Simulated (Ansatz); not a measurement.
**HfO2: Hf interstitial**

Aim: make a Hf interstitial in a supercell of 48 atoms of HfO2, relax it, in the charges +3, +2, +1, 0, and find its formation energy, moment and surroundings.

Method: DFT PBEsol, scalar-relativistic, plane waves, PAW, in Ansatz 0.2.0.

1 further run of the same task is left out (set aside as unsound or not needed).

### 1 Starting point

The structure is tetragonal, space group P4_2/mnm (No. 136). The conventional cell has a = 4.830 Å, b = 4.830 Å, c = 3.210 Å, α = 90.00°, β = 90.00°, γ = 90.00°. Hf (site symmetry mmm) has 6 O at 2.08 to 2.09 Å as nearest neighbours. Around O (site symmetry m2m) lie 3 Hf at 2.08 to 2.09 Å.

As a file:

```cif
data_structure
_symmetry_space_group_name_H-M 'P4_2/mnm'
_symmetry_Int_Tables_number 136
_cell_length_a 4.8301
_cell_length_b 4.8301
_cell_length_c 3.2097
_cell_angle_alpha 90.000
_cell_angle_beta 90.000
_cell_angle_gamma 90.000
_cell_volume 74.88
loop_
_atom_site_label
_atom_site_type_symbol
_atom_site_symmetry_multiplicity
_atom_site_Wyckoff_symbol
_atom_site_fract_x
_atom_site_fract_y
_atom_site_fract_z
_atom_site_occupancy
Hf1 Hf 2 a 0.00000 0.00000 0.00000 1
O1 O 4 f 0.19497 0.80503 0.50000 1
```

It goes back to an entry of the Materials Project, which need not be the stable form.

It is the result of an earlier relaxation at this level (volume 12.48 Å³/atom; gap on the mesh: 3.89 eV).

The host's static dielectric tensor, from an earlier linear-response run, has a mean of 28.62.

The perfect supercell (rows -1 1 2; 1 1 -2; -1 -1 -2 in vectors of this cell) comes from an earlier run at this level (48 atoms, E(σ→0) -267601.8445 eV, gap 4.32 eV on its own mesh).

### 2 The defect cell

The extra atom is put at (0.250, 0.188, 0.938) of the supercell, the middle of a void of radius 1.92 Å. The other atoms start on their ideal sites. Its neighbours are 4 O at 1.92 Å.

### 3 Charge state 0

The input, input.yaml:

```yaml
crystal:
  lattice:
    - [-4.8301248092, 4.8301248092, 6.4194329052]
    - [4.8301248092, 4.8301248092, -6.4194329052]
    - [-4.8301248092, -4.8301248092, -6.4194329052]
  atoms:
    - { symbol: Hf, position: [0.0, 0.25, 0.25] }
    - { symbol: Hf, position: [0.0, 0.0, 0.0] }
    - { symbol: Hf, position: [0.5, 0.75, 0.25] }
    - { symbol: Hf, position: [0.5, 0.5, 0.0] }
    - { symbol: Hf, position: [0.5, 0.25, 0.75] }
    - { symbol: Hf, position: [0.5, 0.0, 0.5] }
    - { symbol: Hf, position: [0.0, 0.75, 0.75] }
    - { symbol: Hf, position: [0.0, 0.5, 0.5] }
    - { symbol: Hf, position: [0.5, 0.375, 0.375] }
    - { symbol: Hf, position: [0.5, 0.125, 0.125] }
    - { symbol: Hf, position: [0.0, 0.875, 0.375] }
    - { symbol: Hf, position: [0.0, 0.625, 0.125] }
    - { symbol: Hf, position: [0.0, 0.375, 0.875] }
    - { symbol: Hf, position: [0.0, 0.125, 0.625] }
    - { symbol: Hf, position: [0.5, 0.875, 0.875] }
    - { symbol: Hf, position: [0.5, 0.625, 0.625] }
    - { symbol: O, position: [0.8050300969, 0.5275150484, 0.5275150484] }
    - { symbol: O, position: [0.8050300969, 0.2775150484, 0.2775150484] }
    - { symbol: O, position: [0.3050300969, 0.0275150484, 0.5275150484] }
    - { symbol: O, position: [0.3050300969, 0.7775150484, 0.2775150484] }
    - { symbol: O, position: [0.3050300969, 0.5275150484, 0.0275150484] }
    - { symbol: O, position: [0.3050300969, 0.2775150484, 0.7775150484] }
    - { symbol: O, position: [0.8050300969, 0.0275150484, 0.0275150484] }
    - { symbol: O, position: [0.8050300969, 0.7775150484, 0.7775150484] }
    - { symbol: O, position: [0.5, 0.4025150484, 0.5974849516] }
    - { symbol: O, position: [0.5, 0.1525150484, 0.3474849516] }
    - { symbol: O, position: [0.0, 0.9025150484, 0.5974849516] }
    - { symbol: O, position: [0.0, 0.6525150484, 0.3474849516] }
    - { symbol: O, position: [0.0, 0.4025150484, 0.0974849516] }
    - { symbol: O, position: [0.0, 0.1525150484, 0.8474849516] }
    - { symbol: O, position: [0.5, 0.9025150484, 0.0974849516] }
    - { symbol: O, position: [0.5, 0.6525150484, 0.8474849516] }
    - { symbol: O, position: [0.5, 0.5974849516, 0.4025150484] }
    - { symbol: O, position: [0.5, 0.3474849516, 0.1525150484] }
    - { symbol: O, position: [0.0, 0.0974849516, 0.4025150484] }
    - { symbol: O, position: [0.0, 0.8474849516, 0.1525150484] }
    - { symbol: O, position: [0.0, 0.5974849516, 0.9025150484] }
    - { symbol: O, position: [0.0, 0.3474849516, 0.6525150484] }
    - { symbol: O, position: [0.5, 0.0974849516, 0.9025150484] }
    - { symbol: O, position: [0.5, 0.8474849516, 0.6525150484] }
    - { symbol: O, position: [0.1949699031, 0.2224849516, 0.2224849516] }
    - { symbol: O, position: [0.1949699031, 0.9724849516, 0.9724849516] }
    - { symbol: O, position: [0.6949699031, 0.7224849516, 0.2224849516] }
    - { symbol: O, position: [0.6949699031, 0.4724849516, 0.9724849516] }
    - { symbol: O, position: [0.6949699031, 0.2224849516, 0.7224849516] }
    - { symbol: O, position: [0.6949699031, 0.9724849516, 0.4724849516] }
    - { symbol: O, position: [0.1949699031, 0.7224849516, 0.7224849516] }
    - { symbol: O, position: [0.1949699031, 0.4724849516, 0.4724849516] }
    - { symbol: Hf, position: [0.25, 0.1875, 0.9375] }
  host:
    lattice:
      - [4.8301248092, 0.0, 0.0]
      - [0.0, 4.8301248092, 0.0]
      - [0.0, 0.0, 3.2097164526]
    atoms:
      - { symbol: Hf, position: [0.0, 0.0, 0.0] }
      - { symbol: Hf, position: [0.5, 0.5, 0.5] }
      - { symbol: O, position: [0.1949699031, 0.8050300969, 0.5] }
      - { symbol: O, position: [0.3050300969, 0.3050300969, 0.0] }
      - { symbol: O, position: [0.6949699031, 0.6949699031, 0.0] }
      - { symbol: O, position: [0.8050300969, 0.1949699031, 0.5] }
basis:
  ecutwfc: 420
  xc_grid: 2
kpoints:
  mp_grid: { grid: [2, 2, 2], shift: [0.5, 0.5, 0.5] }
hamiltonian:
  xc: pbesol
scf:
  occupations: { method: gaussian, width: 0.01 }
output:
  forces: true
  stress: false
  eigenvalues: true
  charged_corrections:
    defect_position: [0.25, 0.1875, 0.9375]
    epsilon: [[27.3137, 0.0, 0.0], [0.0, 27.3137, 0.0], [0.0, 0.0, 31.2391]]
  write_density: true
  write_potential: true
  elf: true
  volumetric_format: npy
relax:
  adjacent_minimum: "off"
  f_tol: 0.025
  max_steps: 45
```

Run with:

```
$ ansatz run input.yaml --threads 4 --pin off --max-ram 10240MiB --backend cpu --events-out ev --progress --plain --runs-dir out
```

Further runs follow: charge state +1; charge state +2; relaxing the defect, charge +3.

Q: Predict the outcome of this session. Wanted: formation energy, neutral; nearest atoms after relaxation, one image of each, neutral.

The runs gave:

| quantity | value |
| --- | --- |
| formation energy, neutral | 4.97 eV |
| nearest atoms after relaxation, one image of each, neutral | 4 O at 2.13 Å, 4 O at 2.54 Å |
| level (+3/+2) above the valence top | 3.01 eV |
| level (+2/+1) above the valence top | 3.83 eV |
| level (+1/0) above the valence top | 3.90 eV (outside the gap) |

The neutral defect costs 4.97 eV against the elements. Spin polarisation was off in the neutral run, so a moment could not show there. Among the charges computed the stable one is +3 at the valence top, changing to +2 at 3.01 eV, changing to +1 at 3.83 eV, in a gap of 3.89 eV. In charge 0 the extra carrier would gain by moving to a band edge of the host at this level and cell size; a small cell and a semilocal functional both favour that, so a real bound level isn't ruled out. The alignment term, up to 2.44 eV here, is marked as doubtful by the program in a cell of this size. Levels are placed in the host's Kohn-Sham gap, which is usually too small at this level and squeezes them. A cell of 48 sites leaves finite-size errors of tenths of an eV, or more where the defect fills or empties host bands. A distortion of lower symmetry was not tried. Where the defect's electrons or holes spill into a band, band filling in so small a cell adds more. Spin-orbit coupling is left out, which matters for the bands of Hf.
